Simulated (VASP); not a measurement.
# ScHO2 (R-3m) in VASP: a series of runs, part 2 of 2

VASP 6.6.1.

## Step 3: Single point, PBEsol

This run uses another cell than the first one, of 11.31 Å³/atom, 1.067 times its volume.

Contents of INCAR:

```
PREC = Accurate
ENCUT = 520
EDIFF = 1E-7
ISMEAR = 0
SIGMA = 0.01
LREAL = False
LASPH = True
NELM = 100
ALGO = Normal
ISIF = 2
LWAVE = False
LCHARG = False
GGA = PS
NBANDS = 20
```

Contents of KPOINTS:

```
Automatic mesh
0
Gamma
  6 6 6
```

Contents of POSCAR:

```
ScHO2
1.0
    1.6974195000      0.9800070000      4.5309200000
   -1.6974195000      0.9800070000      4.5309200000
    0.0000000000     -1.9600140000      4.5309200000
Sc H O
1 1 2
Direct
    0.0000000000      0.0000000000      0.0000000000
    0.5000000000      0.5000000000      0.5000000000
    0.5897000000      0.5897000000      0.5897000000
    0.4103000000      0.4103000000      0.4103000000
```

Potentials or basis: VASP PAW PBE potentials, release 64 (Sc_sv, H, O).

The run is started by

```console
> cat potpaw_PBE.64/Sc_sv/POTCAR potpaw_PBE.64/H/POTCAR potpaw_PBE.64/O/POTCAR > POTCAR
> mpirun -np 1 vasp_std > vasp.out
```

OUTCAR:

```text
PREC = Accurate
   ENCUT = 520
   EDIFF = 1E-7
   ISMEAR = 0
   LREAL = False
   LASPH = True
   NELM = 100
   ISIF = 2
   GGA = PS

 ion  position               nearest neighbor table
   1  0.000  0.000  0.000-   3 2.22   3 2.22   4 2.22   4 2.22   3 2.22   4 2.22
   2  0.500  0.500  0.500-   3 1.22   4 1.22
   3  0.590  0.590  0.590-   2 1.22   1 2.22   1 2.22   1 2.22
   4  0.410  0.410  0.410-   2 1.22   1 2.22   1 2.22   1 2.22

  LATTYP: Found a trigonal (rhomboedric) cell.
 ALAT       =     4.9366874243
 COS(alpha) =     0.7635507374

  Lattice vectors:

 A1 = (   1.6974195000,   0.9800070000,   4.5309200000)
 A2 = (  -1.6974195000,   0.9800070000,   4.5309200000)
 A3 = (   0.0000000000,  -1.9600140000,   4.5309200000)

Analysis of symmetry for initial positions (statically):
=====================================================================
 Subroutine PRICEL returns:
 Original cell was already a primitive cell.

 Routine SETGRP: Setting up the symmetry group for a
 trigonal (rhombohedral) supercell.

 Subroutine GETGRP returns: Found 12 space group operations
 (whereof 12 operations were pure point group operations)
 out of a pool of 12 trial point group operations.

The static configuration has the point symmetry D_3d.

Analysis of symmetry for dynamics (positions and initial velocities):
=====================================================================
 Subroutine PRICEL returns:
 Original cell was already a primitive cell.

 Routine SETGRP: Setting up the symmetry group for a
 trigonal (rhombohedral) supercell.

 Subroutine GETGRP returns: Found 12 space group operations
 (whereof 12 operations were pure point group operations)
 out of a pool of 12 trial point group operations.

The dynamic configuration has the point symmetry D_3d.

 Subroutine INISYM returns: Found 12 space group operations
 (whereof 12 operations are pure point group operations),
 and found     1 'primitive' translations

----------------------------------------------------------------------------------------

                                     Primitive cell

  volume of cell :      45.2227

  direct lattice vectors                    reciprocal lattice vectors
     1.697419500  0.980007000  4.530920000     0.294564779  0.170066812  0.073568576
    -1.697419500  0.980007000  4.530920000    -0.294564779  0.170066812  0.073568576
     0.000000000 -1.960014000  4.530920000     0.000000000 -0.340133625  0.073568576

  length of vectors
     4.936687424  4.936687424  4.936688255     0.347999232  0.347999232  0.347998877

  position of ions in fractional coordinates (direct lattice)
     0.000000000  0.000000000  0.000000000
     0.500000000  0.500000000  0.500000000
     0.589700000  0.589700000  0.589700000
     0.410300000  0.410300000  0.410300000

  ion indices of the primitive-cell ions
   primitive index   ion index
                 1           1
                 2           2
                 3           3
                 4           4

----------------------------------------------------------------------------------------

 KPOINTS: Automatic mesh

Automatic generation of k-mesh.
 Grid dimensions read from file:
 generate k-points for:    6    6    6

 Generating k-lattice:

  Cartesian coordinates                     Fractional coordinates (reciprocal lattice)
     0.049094130  0.028344469  0.012261429     0.166666667  0.000000000 -0.000000000
    -0.049094130  0.028344469  0.012261429     0.000000000  0.166666667 -0.000000000
     0.000000000 -0.056688937  0.012261429    -0.000000000 -0.000000000  0.166666667

  Length of vectors
     0.057999872  0.057999872  0.057999813

  Shift w.r.t. Gamma in fractional coordinates (k-lattice)
     0.000000000  0.000000000  0.000000000

 Subroutine IBZKPT returns following result:
 ===========================================

 Found     32 irreducible k-points:

 Following reciprocal coordinates:
            Coordinates               Weight
  0.000000  0.000000  0.000000      1.000000
  0.166667  0.000000  0.000000      6.000000
  0.333333  0.000000  0.000000      6.000000
  0.500000  0.000000  0.000000      3.000000
  0.166667  0.166667  0.000000      6.000000
  0.333333  0.166667  0.000000     12.000000
[... 16 lines left out ...]
  0.500000  0.500000  0.166667      6.000000
 -0.333333  0.500000  0.166667     12.000000
 [... further k-points ...]
   k-points           NKPTS =     32   k-points in BZ     NKDIM =     32   number of bands    NBANDS=     20
   number of dos      NEDOS =    301   number of ions     NIONS =      4
   total plane-waves  NPLWV =  64000
   dimension x,y,z NGX =    40 NGY =   40 NGZ =   40
   dimension x,y,z NGXF=    80 NGYF=   80 NGZF=   80
   ions per type =               1   1   2
   NGX,Y,Z   is equivalent  to a cutoff of  13.47, 13.47, 13.47 a.u.
   NGXF,Y,Z  is equivalent  to a cutoff of  26.94, 26.94, 26.94 a.u.
 SYSTEM =  unknown system
   PREC   = accura    normal or accurate (medium, high low for compatibility)
   ISTART =      0    job   : 0-new  1-cont  2-samecut
   ICHARG =      2    charge: 1-file 2-atom 10-const
   ISPIN  =      1    spin polarized calculation?
   LNONCOLLINEAR =      F non collinear calculations
   LSORBIT =      F    spin-orbit coupling
   LASPH  =      T    aspherical Exc in radial PAW
   ENCUT  =  520.0 eV  38.22 Ry    6.18 a.u.   9.18  9.18  9.18*2*pi/ulx,y,z
   NELM   =    100;   NELMIN=  2; NELMDL= -5     # of ELM steps
   EDIFF  = 0.1E-06   stopping-criterion for ELM
   LREAL  =      F    real-space projection
   EDIFFG = 0.1E-05   stopping-criterion for IOM
   NSW    =      0    number of steps for IOM
   IBRION =     -1    ionic relax: 0-MD 1-quasi-New 2-CG
   NFREE  =      0    steps in history (QN), initial steepest desc. (CG)
   ISIF   =      2    stress and relaxation
   ISYM   =      2    0-nonsym 1-usesym 2-fastsym
   POTIM  = 0.5000    time-step for ionic-motion
   TEBEG  =    0.0;   TEEND  =   0.0 temperature during run
   PSTRESS=    0.0 pullay stress
   NELECT =      24.0000    total number of electrons
   NUPDOWN=      -1.0000    fix difference up-down
   EMIN   =  10.00;   EMAX   =-10.00  energy-range for DOS
   EFERMI =   0.00;   METHOD = LEGACY
   ISMEAR =     0;   SIGMA  =   0.01  broadening in eV -4-tet -1-fermi 0-gaus
   EFERMI_NEDOS =   21; number of points for ismear=-14 and -15
   IALGO  =     38    algorithm
   IMIX   =      4    mixing-type and parameters
     AMIX     =   0.40;   BMIX     =  1.00
     AMIX_MAG =   1.60;   BMIX_MAG =  1.00
  volume/ion in A,a.u.               =      11.31        76.29
  Fermi-wavevector in a.u.,A,eV,Ry     =   1.325439  2.504717 23.902577  1.756790
  Thomas-Fermi vector in A             =   2.454900
   LORBIT       =      0    0 simple, 1 ext, 2 COOP (PROOUT), +10 PAW based schemes
   GGA     = PS    functional components
   LHFCALC =     F    Hartree Fock is set to
   AEXX    =    0.0000 exact exchange contribution
   IVDW    =     0    specifies the selected vdW correction
   LEPSILON=     F    determine dielectric tensor
   LRPA    =     F    only Hartree local field effects (RPA)
 non-spin polarized calculation
 Gauss-broadening in eV      SIGMA  =   0.01
  energy-cutoff  :      520.00
  volume of cell :       45.22
 maximum number of plane-waves:      1246
 NGX is ok and might be reduce to    40
   NGX = 19   NGY = 19   NGZ = 19

 number of electron      24.0000004 magnetization

 Free energy of the ion-electron system (eV)
  ---------------------------------------------------
  ext. energy  EPLUGINS =         0.00000000
  ---------------------------------------------------
  free energy    TOTEN  =       -30.54069355 eV

  energy without entropy =      -30.54069355  energy(sigma->0) =      -30.54069355

 E-fermi :   0.9966     XC(G=0):  -9.9132

 val. band max:        0.7888533112   @ k =  -0.1667   0.1667   0.0000
 cond. band min:       4.3993661200   @ k =   0.5000   0.5000   0.0000
 fundamental gap:      3.6105128088
 Fermi energy:         0.9966045947

 k-point     1 :       0.0000    0.0000    0.0000
  band No.  band energies     occupation
      1     -47.0349      2.00000
      2     -25.8267      2.00000
      3     -25.5571      2.00000
      4     -25.5571      2.00000
      5     -16.5305      2.00000
      6     -14.4708      2.00000
[... 541 lines left out ...]
     19      12.0831      0.00000
     20      12.7356      0.00000

 [... further k-points ...]

------------------------ aborting loop because EDIFF is reached ----------------------------------------

  FORCE on cell =-STRESS in cart. coord.  units (eV):
  Direction    XX          YY          ZZ          XY          YZ          ZX
  --------------------------------------------------------------------------------------
  -------------------------------------------------------------------------------------
  Total       -5.2985405     -5.2985556     -2.4300918      0.0000000      0.0000000      0.0000000
  in kB     -187.7201236   -187.7206579    -86.0948646      0.0000000      0.0000000      0.0000000
  external PRESSURE =    -153.8452154 kB  Pullay stress =       0.0000000 kB

 VOLUME and BASIS-vectors are now :
 -----------------------------------------------------------------------------
  energy-cutoff  :      520.00
  volume of cell :       45.22
      direct lattice vectors                 reciprocal lattice vectors
     1.697419500  0.980007000  4.530920000     0.294564779  0.170066812  0.073568576
    -1.697419500  0.980007000  4.530920000    -0.294564779  0.170066812  0.073568576
     0.000000000 -1.960014000  4.530920000     0.000000000 -0.340133625  0.073568576

 POSITION                                       TOTAL-FORCE (eV/Angst)
 -----------------------------------------------------------------------------------
      0.00000      0.00000      0.00000         0.000000     -0.000000      0.000000
      0.00000      0.00000      6.79638        -0.000000     -0.000000      0.000000
      0.00000      0.00000      8.01565        -0.000000      0.000000      0.838850
      0.00000      0.00000      5.57711        -0.000000      0.000000     -0.838850
 -----------------------------------------------------------------------------------
    total drift:                                0.000000      0.000000     -0.000000

  FREE ENERGIE OF THE ION-ELECTRON SYSTEM (eV)
  ---------------------------------------------------
  free  energy   TOTEN  =       -30.5406935459 eV

  energy  without entropy=      -30.5406935459  energy(sigma->0) =      -30.54069355
```

stdout:

```text
POSCAR found type information on POSCAR ScH O
 POSCAR found :  3 types and       4 ions
 scaLAPACK will be used
 -----------------------------------------------------------------------------
|                                                                             |
|                                                                             |
|     You enforced a specific xc type in the INCAR file but a different       |
|     I HOPE YOU KNOW WHAT YOU ARE DOING!                                     |
|                                                                             |
 -----------------------------------------------------------------------------

 LDA part: xc-table for (Slater+PW92), standard interpolation
 POSCAR, INCAR and KPOINTS ok, starting setup
 FFT: planning ... GRIDC
 FFT: planning ... GRID_SOFT
 FFT: planning ... GRID
 WAVECAR not read
 entering main loop
```

Run time: 73 s. Hardware: 1 thread of Intel Xeon Platinum 8488C (Sapphire Rapids), shared host; peak memory 0.24 GiB.

Results:

* Free energy: -30.5407 eV
* Pressure: -15.4 GPa
* Largest force: 0.839 eV/Å
* Band gap on the k mesh: 3.61 eV, indirect (least direct gap 3.88 eV)

Forces on the atoms (eV/Å):
```
Sc   0.000  0.000  0.000
H    0.000  0.000  0.000
O    0.000  0.000  0.839
O    0.000  0.000 -0.839
```

Caveat: so large a pressure means that the cell lies far from this level's equilibrium, or that cutoff or potentials fall short; the potentials were made for another functional, which shifts forces and pressure. PBEsol gaps usually lie below the measured ones, often by a third to a half.
